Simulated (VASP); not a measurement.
# Zn (Im-3m) in VASP: further runs

One crystal, Zn, is run at these levels: BEEF-vdW, r2SCAN; tasks: relaxation of the atoms, relaxation of cell and atoms.

Program: VASP 6.6.1. These are calculated values, not measurements. Logs are shortened: lines on timing, memory, paths and dates and some standing lists are left out, and cuts for length are marked.

### 1 The crystal as given

It takes space group Im-3m (No. 229, cubic). The conventional cell has a = 3.138 Å, b = 3.138 Å, c = 3.138 Å, α = 90.00°, β = 90.00°, γ = 90.00°. Around Zn (site symmetry m-3m) lie 8 Zn at 2.72 Å.

This isn't the form of Zn at room conditions, which is hcp.

### 2 Relaxation of the atoms, BEEF-vdW, collinear spin, random start (volume scaled by 0.92)

The input, run.py:

```python
from ase.calculators.vasp import Vasp
from ase.io import read
from ase.optimize import BFGS

atoms = read('Zn.cif')
atoms.set_initial_magnetic_moments([-0.24])
calc = Vasp(
    directory='calc',
    xc='beef-vdw',
    pp='PBE',
    setups='recommended',
    prec='Accurate',
    encut=520,
    ediff=1e-05,
    ismear=-1,
    sigma=0.1,
    lreal=False,
    lasph=True,
    nelm=60,
    algo='Fast',
    isif=2,
    lwave=False,
    lcharg=False,
    ispin=2,
    lorbit=11,
    isym=1,
    kpts=[12, 12, 12],
    gamma=True,
)
atoms.calc = calc
opt = BFGS(atoms, trajectory='relax.traj')
converged = opt.run(fmax=0.01, steps=40)
print('converged:', converged)

print('energy (eV):', atoms.get_potential_energy())
print('free energy (eV):', atoms.get_potential_energy(force_consistent=True))
print('forces (eV/A):')
print(atoms.get_forces())
print('stress (eV/A^3, Voigt):', atoms.get_stress())
print('Fermi level (eV):', calc.get_fermi_level())
print('moment (muB):', atoms.get_magnetic_moment())
print('site moments (muB):', atoms.get_magnetic_moments())
print('cell (A, degrees):', atoms.cell.cellpar())
print('volume (A^3):', atoms.get_volume())
print('scaled positions:')
print(atoms.get_scaled_positions())
```

The input, Zn.cif:

```cif
data_Zn
_cell_length_a 2.64315778
_cell_length_b 2.64315778
_cell_length_c 2.64315778
_cell_angle_alpha 109.47122063
_cell_angle_beta 109.47122063
_cell_angle_gamma 109.47122063
_space_group_name_H-M_alt 'P1'
_space_group_name_Hall 'P 1'
_space_group_IT_number 1
loop_
_space_group_symop_operation_xyz
'x,y,z'
loop_
_atom_site_label
_atom_site_type_symbol
_atom_site_symmetry_multiplicity
_atom_site_Wyckoff_symbol
_atom_site_fract_x
_atom_site_fract_y
_atom_site_fract_z
_atom_site_occupancy
Zn1 Zn 1 a 0.0000000000 0.0000000000 0.0000000000 1
```

Potentials or basis: VASP PAW PBE potentials, release 64 (Zn).

Run with:

```sh
python run.py
```

The log of the run:

```text
<dir> UserWarning: vdW has been enabled, however no location for the vdw_kernel.bindat file has been specified. Set ASE_VASP_VDW environment variable to copy the vdW kernel.
  warnings.warn(
      Step     Time          Energy          fmax
BFGS:    0        2.156958        0.000000
converged: True
energy (eV): 2.16243726
free energy (eV): 2.15695812
forces (eV/A):
[[0. 0. 0.]]
stress (eV/A^3, Voigt): [-5.11164235e-02 -5.11164235e-02 -5.11164235e-02 -1.24830183e-11
 -6.24150913e-12 -6.24150913e-12]
Fermi level (eV): 3.54784632
moment (muB): -0.0012622
site moments (muB): [-0.]
cell (A, degrees): [  2.64315778   2.64315778   2.64315778 109.47122063 109.47122063
 109.47122063]
volume (A^3): 14.215016725990342
scaled positions:
[[0. 0. 0.]]
```

OUTCAR:

```text
ENCUT = 520.000000
   EDIFF = 1.00e-05
   GGA = BF
   PREC = Accurate
   ISIF = 2
   ISMEAR = -1
   ISPIN = 2
   ISYM = 1
   LORBIT = 11
   NELM = 60
   LASPH = .TRUE.
   LREAL = .FALSE.

 ion  position               nearest neighbor table
   1  0.000  0.000  0.000-

  LATTYP: Found a body centered cubic cell.
 ALAT       =     3.0520557116

  Lattice vectors:

 A1 = (   2.6431577800,   0.0000000000,   0.0000000000)
 A2 = (  -0.8810525931,   2.4919930534,   0.0000000000)
 A3 = (  -0.8810525931,  -1.2459965263,   2.1581292905)

Analysis of symmetry for initial positions (statically):
=====================================================================
 Subroutine PRICEL returns:
 Original cell was already a primitive cell.

 Routine SETGRP: Setting up the symmetry group for a
 body centered cubic supercell.

 Subroutine GETGRP returns: Found 48 space group operations
 (whereof 48 operations were pure point group operations)
 out of a pool of 48 trial point group operations.

The static configuration has the point symmetry O_h .

Analysis of symmetry for dynamics (positions and initial velocities):
=====================================================================
 Subroutine PRICEL returns:
 Original cell was already a primitive cell.

 Routine SETGRP: Setting up the symmetry group for a
 body centered cubic supercell.

 Subroutine GETGRP returns: Found 48 space group operations
 (whereof 48 operations were pure point group operations)
 out of a pool of 48 trial point group operations.

The dynamic configuration has the point symmetry O_h .

Analysis of structural, dynamic, and magnetic symmetry:
=====================================================================
 Subroutine PRICEL returns:
 Original cell was already a primitive cell.

 Routine SETGRP: Setting up the symmetry group for a
 body centered cubic supercell.

 Subroutine GETGRP returns: Found 48 space group operations
 (whereof 48 operations were pure point group operations)
 out of a pool of 48 trial point group operations.

The overall configuration has the point symmetry O_h .

 Subroutine INISYM returns: Found 48 space group operations
 (whereof 48 operations are pure point group operations),
 and found     1 'primitive' translations

----------------------------------------------------------------------------------------

                                     Primitive cell

  volume of cell :      14.2150

  direct lattice vectors                    reciprocal lattice vectors
     2.643157780  0.000000000  0.000000000     0.378335341  0.133761743  0.231682134
    -0.881052593  2.491993053  0.000000000     0.000000000  0.401285228  0.231682134
    -0.881052593 -1.245996526  2.158129291     0.000000000  0.000000000  0.463364268

  length of vectors
     2.643157780  2.643157780  2.643157780     0.463364268  0.463364268  0.463364268

  position of ions in fractional coordinates (direct lattice)
     0.000000000  0.000000000  0.000000000

  ion indices of the primitive-cell ions
   primitive index   ion index
                 1           1

----------------------------------------------------------------------------------------

 KPOINTS: KPOINTS created by Atomic Simulation Env

Automatic generation of k-mesh.
 Grid dimensions read from file:
 generate k-points for:   12   12   12

 Generating k-lattice:

  Cartesian coordinates                     Fractional coordinates (reciprocal lattice)
     0.031527945  0.011146812  0.019306845     0.083333333  0.000000000  0.000000000
     0.000000000  0.033440436  0.019306845     0.000000000  0.083333333  0.000000000
     0.000000000  0.000000000  0.038613689     0.000000000  0.000000000  0.083333333

  Length of vectors
[... 106 lines left out ...]
   GGA     = BF    functional components
   LHFCALC =     F    Hartree Fock is set to
   AEXX    =    0.0000 exact exchange contribution
   IVDW_NL    =     1    kernel type
   BPARAM     = 6.3000
   IVDW    =     0    specifies the selected vdW correction
   LEPSILON=     F    determine dielectric tensor
   LRPA    =     F    only Hartree local field effects (RPA)
 spin polarized calculation
 RMM-DIIS sequential band-by-band and
  energy-cutoff  :      520.00
  volume of cell :       14.22
 maximum number of plane-waves:       394
   NGX =  9   NGY =  9   NGZ =  9

 number of electron      11.9999981 magnetization       0.0000006

Total vdW correction in eV:      2.1231378

 number of electron      11.9999981 magnetization      -0.0012622

 Free energy of the ion-electron system (eV)
  ---------------------------------------------------
  ext. energy  EPLUGINS =         0.00000000
  ---------------------------------------------------
  free energy    TOTEN  =         2.15695812 eV

  energy without entropy =        2.16791640  energy(sigma->0) =        2.16243726

 E-fermi :   3.5478     XC(G=0): -12.0687

 val. band max:        3.5342356951   @ k =   0.4167   0.0833  -0.0000
 cond. band min:       3.8490785228   @ k =  -0.4167  -0.4167   0.1667
 fundamental gap:      0.3148428277
 Fermi energy:         3.5478463173

 spin component 1

 k-point     1 :       0.0000    0.0000    0.0000
  band No.  band energies     occupation
      1      -7.4818      1.00000
      2      -4.7400      1.00000
      3      -4.7400      1.00000
      4      -4.7400      1.00000
      5      -4.1842      1.00000
      6      -4.1842      1.00000
      7      23.8748      0.00000
      8      23.8749      0.00000
      9      23.8749      0.00000
     10      25.0433      0.00000
[... 495 lines left out ...]
 k-point    40 :      -0.4167    0.5000    0.0833
  band No.  band energies     occupation
      1      -5.2697      1.00000
      2      -4.9335      1.00000
      3      -4.4365      1.00000
      4      -4.2714      1.00000
      5      -3.8818      1.00000
      6       0.7220      1.00000
      7       3.9061      0.02706
      8      11.7090      0.00000
      9      16.7886      0.00000
     10      21.0003      0.00000

 [... further k-points ...]

 spin component 2

 k-point     1 :       0.0000    0.0000    0.0000
  band No.  band energies     occupation
      1      -7.4820      1.00000
      2      -4.7411      1.00000
      3      -4.7411      1.00000
      4      -4.7411      1.00000
      5      -4.1853      1.00000
      6      -4.1853      1.00000
      7      23.8734      0.00000
      8      23.8736      0.00000
      9      23.8738      0.00000
     10      25.0435      0.00000
[... 495 lines left out ...]
 k-point    40 :      -0.4167    0.5000    0.0833
  band No.  band energies     occupation
      1      -5.2707      1.00000
      2      -4.9346      1.00000
      3      -4.4375      1.00000
      4      -4.2725      1.00000
      5      -3.8830      1.00000
      6       0.7218      1.00000
      7       3.9056      0.02718
      8      11.7087      0.00000
      9      16.7881      0.00000
     10      21.0004      0.00000

 [... further k-points ...]

------------------------ aborting loop because EDIFF is reached ----------------------------------------

 total charge

# of ion       s       p       d       tot
------------------------------------------
    1        0.607   0.464   9.743  10.814

 magnetization (x)

# of ion       s       p       d       tot
------------------------------------------
    1       -0.000   0.000  -0.000  -0.000

  FORCE on cell =-STRESS in cart. coord.  units (eV):
  Direction    XX          YY          ZZ          XY          YZ          ZX
  --------------------------------------------------------------------------------------
  -------------------------------------------------------------------------------------
  Total        0.7266205      0.7266205      0.7266205      0.0000000      0.0000000      0.0000000
  in kB       81.8975387     81.8975387     81.8975387      0.0000000      0.0000000      0.0000000
  external PRESSURE =      81.8975387 kB  Pullay stress =       0.0000000 kB

 VOLUME and BASIS-vectors are now :
 -----------------------------------------------------------------------------
  energy-cutoff  :      520.00
  volume of cell :       14.22
      direct lattice vectors                 reciprocal lattice vectors
     2.643157780  0.000000000  0.000000000     0.378335341  0.133761743  0.231682134
    -0.881052593  2.491993053  0.000000000     0.000000000  0.401285228  0.231682134
    -0.881052593 -1.245996526  2.158129291     0.000000000  0.000000000  0.463364268

 POSITION                                       TOTAL-FORCE (eV/Angst)
 -----------------------------------------------------------------------------------
      0.00000      0.00000      0.00000         0.000000      0.000000      0.000000
 -----------------------------------------------------------------------------------
    total drift:                               -0.000000      0.000000      0.000000

  FREE ENERGIE OF THE ION-ELECTRON SYSTEM (eV)
  ---------------------------------------------------
  free  energy   TOTEN  =         2.1569581165 eV

  energy  without entropy=        2.1679163964  energy(sigma->0) =        2.16243726

Total vdW correction in eV:      2.1231091

 total charge

# of ion       s       p       d       tot
------------------------------------------
    1        0.607   0.464   9.743  10.814

 magnetization (x)

# of ion       s       p       d       tot
------------------------------------------
    1       -0.000   0.000  -0.000  -0.000
```

INCAR:

```text
ENCUT = 520.000000
SIGMA = 0.100000
ZAB_VDW = -1.886700
EDIFF = 1.00e-05
ALGO = Fast
GGA = BF
PREC = Accurate
ISIF = 2
ISMEAR = -1
ISPIN = 2
ISYM = 1
LORBIT = 11
NELM = 60
LASPH = .TRUE.
LCHARG = .FALSE.
LUSE_VDW = .TRUE.
LWAVE = .FALSE.
LREAL = .FALSE.
MAGMOM = 1*-0.2400
```

Run time: 34 s. Hardware: 1 thread of Intel Xeon Platinum 8375C at 2.90GHz (Ice Lake), shared host; peak memory 0.24 GiB.

Results:

| Property | Result |
| --- | --- |
| Free energy | 2.1570 eV |
| Pressure after relaxing | 8.2 GPa |
| Band gap on the k mesh | none (metal or under the smearing width) |
| Net moment | 0.00 μB per cell |
| Valence electrons inside the program's atomic spheres | Zn 10.81 |

Final structure:
```xyz
1
Lattice="2.6432 0.0000 0.0000 -0.8811 2.4920 0.0000 -0.8811 -1.2460 2.1581" Properties=species:S:1:pos:R:3 pbc="T T T"
Zn    0.0000    0.0000    0.0000
```

Caveat: the relaxation stopped at its first step, so nothing moved; the PAW data sets were made with another functional, which shifts forces and pressure a little.

### 3 Relaxation of cell and atoms, r2SCAN

The input, INCAR:

```
PREC = Accurate
ENCUT = 600
EDIFF = 1E-6
ISMEAR = -1
SIGMA = 0.05
LREAL = F
LASPH = T
NELM = 100
ALGO = Normal
ISIF = 3
LWAVE = F
LCHARG = F
METAGGA = R2SCAN
LMIXTAU = T
IBRION = 2
NSW = 60
EDIFFG = -0.02
```

The input, KPOINTS:

```
Automatic mesh
0
Gamma
  10 10 10
```

The input, POSCAR:

```
Zn
1.0
   -1.5690370000      1.5690370000      1.5690370000
    1.5690370000     -1.5690370000      1.5690370000
    1.5690370000      1.5690370000     -1.5690370000
Zn
1
Direct
    0.0000000000      0.0000000000      0.0000000000
```

Potentials or basis: VASP PAW PBE potentials, release 64 (Zn).

Run with:

```sh
cat potpaw_PBE.64/Zn/POTCAR > POTCAR
mpirun -np 1 vasp_std > vasp.out
```

It took 47 s on 1 thread of Intel Xeon Platinum 8488C (Sapphire Rapids), shared host; peak memory 0.15 GiB.

The run converged. Its results:

```yaml
Free_energy: -8.8082 eV
Relaxed_volume: 14.56 Å³/atom
Relaxed_cell: a = 2.664 Å, b = 2.664 Å, c = 2.664 Å, α = 109.47°, β = 109.47°, γ = 109.47°
Space_group_after_relaxing_to_0.05_Å: Im-3m (No. 229)
Energy_gained_by_relaxing: 13.7 meV/atom
Ionic_steps: 2
Pressure_after_relaxing: 0.0 GPa
Band_gap_on_the_k_mesh: none (metal or under the smearing width)
```

The path:
```
step  energy change (eV)  largest force (eV/Å)  pressure (GPa)  volume (Å³)
   1              0.0000                0.0000           -4.23        15.45
   2             -0.0137                0.0000            0.03        14.56
```

Final structure:
```
CELL_PARAMETERS angstrom
-1.53819 1.53819 1.53819
1.53819 -1.53819 1.53819
1.53819 1.53819 -1.53819
ATOMIC_POSITIONS crystal
Zn 0.00000 0.00000 0.00000
```

Levels at points of the mesh, in eV from the Fermi level:
| k point | band 4 | band 5 | band 6 | band 7 | band 8 | band 9 |
| --- | --- | --- | --- | --- | --- | --- |
| (0.00, 0.00, 0.00) | -8.60 | -8.05 | -8.05 | 20.83 | 20.83 | 20.83 |
| (0.50, 0.00, 0.00) | -8.01 | -7.67 | -3.46 | -1.18 | 12.17 | 13.44 |
| (0.50, 0.50, 0.50) | -7.76 | -7.76 | 4.21 | 4.21 | 4.21 | 8.57 |

Caveat: the PAW data sets were made with another functional, which shifts forces and pressure a little.
